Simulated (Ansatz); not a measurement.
Run record: HfO$_{2}$

The cell (12 atoms) is HfO$_{2}$ in the coordinates of a database entry, unrelaxed (space group P2_1/c). Forces or pressure are large there, so the entry is far from the computed equilibrium and may be faulty or of a sample under other conditions. Source: COD entry 4001331; the sample's temperature and pressure aren't taken into account, and it need not be the stable phase.

Theory: DFT, PBE, PAW, plane waves, scalar-relativistic (Ansatz).

Input:

```yaml
crystal:
  lattice:
    - [5.1501, 0.0, 0.0]
    - [0.0, 5.1852, 0.0]
    - [-0.83085, 0.0, 5.27679]
  atoms:
    - { symbol: Hf, position: [0.28, 0.0492, 0.217] }
    - { symbol: Hf, position: [0.72, 0.5492, 0.283] }
    - { symbol: Hf, position: [0.72, 0.9508, 0.783] }
    - { symbol: Hf, position: [0.28, 0.4508, 0.717] }
    - { symbol: O, position: [0.0693, 0.3265, 0.3429] }
    - { symbol: O, position: [0.9307, 0.8265, 0.1571] }
    - { symbol: O, position: [0.9307, 0.6735, 0.6571] }
    - { symbol: O, position: [0.0693, 0.1735, 0.8429] }
    - { symbol: O, position: [0.4607, 0.7489, 0.4888] }
    - { symbol: O, position: [0.5393, 0.2489, 0.0112] }
    - { symbol: O, position: [0.5393, 0.2511, 0.5112] }
    - { symbol: O, position: [0.4607, 0.7511, 0.9888] }
hamiltonian:
  xc: pbe
  pseudopotentials: { kind: paw }
basis:
  ecutwfc: 700
kpoints:
  mp_grid: { grid: [4, 4, 4] }
scf:
  occupations: { method: fermi_dirac, width: 0.02 }
  lower_state_search: "off"
output:
  forces: true
  stress: true
```

Launched as:
```sh
ansatz run input.yaml --threads 2 --pin off --max-ram 5120MiB --backend cpu --events-out ev --progress --plain --runs-dir out
```

Output (shortened):

```
Pseudopotentials: kind: paw
Pseudopotential: Hf, paw, valence charge 26, recommended cutoff 420 eV (normal), Hf.paw.azcp
Pseudopotential: O, paw, valence charge 6, recommended cutoff 420 eV (normal), O.paw.azcp
Functional definition: PBE
Crystal: 12 atoms, lattice volume = 140.913 Å³
Basis set: ecut = 700 eV, 5919 PW (Γ), exchange–correlation on 90×90×96 points (8 copies of the dense FFT grid, shifted against one another)
Bands: 88, of which v1, the nominal top of the filled ones, is band 76 counted from 1 (75 counted from 0)
Symmetry: 4 space group operations
Space group: P21/c (ITA 14), of the structure as read, at distance tolerance 5.2e-5 Å
k-points: 30 of 64
Non-local potential: Hf, projectors of the file, l = 0: 3, l = 1: 2, l = 2: 2, l = 3: 3
Non-local potential: O, projectors of the file, l = 0: 2, l = 1: 2, l = 2: 1
Initial density: superposition of atomic densities (neutral atoms: chi_scale 0, normalization atom), corrected by the library's trained network
Initial wavefunctions: pseudopotential atomic-orbital guess
Functional: x = pbe(κ = 0.804, μ = 0.2195149727645171), c = pbe(β = 0.06672455060314922)
SCF iter   1: F=—  HF=-67446.330868 eV  |F-HF|=—  |Δ(HF+E_count)|=         —  Δρ=3.00e-3  dr2=4.70e-3  ethr=1.77e-3  ⟨swp⟩=5.9  Hψ=8192  notcnv=0  defer=15
preconditioner: auto → Resta (q_TF=auto, 2.763 Å⁻¹)  ε∞=5.5  [insulator: Δε(μ)=4.100 eV  Ē_g=17.604 eV  σ=0.020 eV  W_gap=1.00  n_scr=52 (ndim 8)  ℏωp=37.5 eV  f_vac=0.083  D(μ)=0.00/eV (n_scr^D=0)  ε∞_Penn≈5.5]
SCF iter   2: F=—  HF=-67446.332132 eV  |F-HF|=—  |Δ(HF+E_count)|=   1.26e-3  Δρ=1.60e-3  dr2=1.38e-3  ethr=3.09e-6  ⟨swp⟩=2.1  Hψ=5385  notcnv=0  defer=190
SCF iter   3: F=—  HF=-67446.332867 eV  |F-HF|=—  |Δ(HF+E_count)|=   7.35e-4  Δρ=5.93e-4  dr2=2.60e-4  ethr=9.07e-7  ⟨swp⟩=2.0  Hψ=4229  notcnv=0  defer=190
SCF iter   4: F=—  HF=-67446.333025 eV  |F-HF|=—  |Δ(HF+E_count)|=   1.57e-4  Δρ=1.46e-4  dr2=2.84e-5  ethr=1.71e-7  ⟨swp⟩=2.0  Hψ=4250  notcnv=0  defer=190
SCF iter   5: F=—  HF=-67446.333132 eV  |F-HF|=—  |Δ(HF+E_count)|=   1.07e-4  Δρ=9.29e-5  dr2=1.06e-5  ethr=1.87e-8  ⟨swp⟩=2.0  Hψ=4714  notcnv=0  defer=190
SCF iter   6: F=—  HF=-67446.333139 eV  |F-HF|=—  |Δ(HF+E_count)|=   6.74e-6  Δρ=2.84e-5  dr2=1.34e-6  ethr=7.00e-9  ⟨swp⟩=2.0  Hψ=4218  notcnv=0  defer=190
SCF iter   7: F=—  HF=-67446.333139 eV  |F-HF|=—  |Δ(HF+E_count)|=   3.98e-7  Δρ=1.40e-5  dr2=2.34e-7  ethr=8.81e-10  ⟨swp⟩=2.0  Hψ=4182  notcnv=0  defer=190
SCF iter   8: F=-67446.333139 eV  HF=-67446.333139 eV  |F-HF|=4.67e-8  |Δ(HF+E_count)|=   7.97e-8  Δρ=7.16e-6  dr2=7.18e-8  ethr=6.58e-11  ⟨swp⟩=4.1  Hψ=8495  notcnv=0
SCF 1 converged in 8 iterations: F = -67446.333139 eV  dr2 = 7.18e-8
  greatest PAW one-centre occupation: 0.999 electrons in one spin orbital (limit 2), on the Hf atom at site 3 (counted from 0), in its partial waves of l = 0
SCF converged after 8 iterations
Free energy (F): -67446.333139 eV
Harris-Foulkes:  -67446.333139 eV  (|F-HF|=4.67e-8)
Internal energy: -67446.333139 eV  (E = F + TS)
E sigma→0 (E₀):  -67446.333139 eV
Fermi energy:    15.934735 eV
--- Per-component energies (eV) ---
  E_band       = -42.992730
  E_kinetic    = 3087.164171
  E_local      = -24903.787411  (includes V_loc(G=0)·N_el)
  E_nonlocal   = -4585.237141
  E_hartree    = 11383.449491
  E_xc         = -1790.723041
  E_vxc        = -1818.613626  (∫ρ·V_xc dr)
  E_paw        = -28975.459662  (= ΣΔE_a)
  E_vpaw       = 5410.610348  (= ΣTr[D̂ρ^β])
  E_aug_tail   = 0.001978  (compensation charges beyond the density's cutoff)
  E_ewald      = -21661.741525
  E_smearing   = -0.000000  (= −TS)
  E_closure    = 0.000000  (closes the sum)
  Σ components = -67446.333139   (vs F -67446.333139, Δ=0.00e0)
--- Forces (eV/Å), atoms counted from 1 ---
  atom   1  Hf    -0.53719098    -0.85408489    -0.73458094
  atom   2  Hf     0.53719098    -0.85408489     0.73458094
  atom   3  Hf     0.53719098     0.85408489     0.73458094
  atom   4  Hf    -0.53719098     0.85408489    -0.73458094
  atom   5  O     -0.80410464     0.70421676     0.35776776
  atom   6  O      0.80410464     0.70421676    -0.35776776
  atom   7  O      0.80410464    -0.70421676    -0.35776776
  atom   8  O     -0.80410464    -0.70421676     0.35776776
  atom   9  O     -0.74811916     0.91287889    -0.60763589
  atom  10  O      0.74811916     0.91287889     0.60763589
  atom  11  O      0.74811916    -0.91287889     0.60763589
  atom  12  O     -0.74811916    -0.91287889    -0.60763589
  max |Σ_I F_I| component: 2.22e-16 eV/Å
--- Stress (GPa, compression-positive) ---
        3.947968       0.000000      -1.726420
        0.000000       4.796986       0.000000
       -1.726419       0.000000       0.013529
  P = ⅓ Tr σ = 2.9195 GPa (29.195 kbar)
```

Gaps of semilocal functionals run low against measured ones.

The run took 24 s on 2 threads of Arm Neoverse V1, with other jobs on the host, peak memory 0.94 GiB.
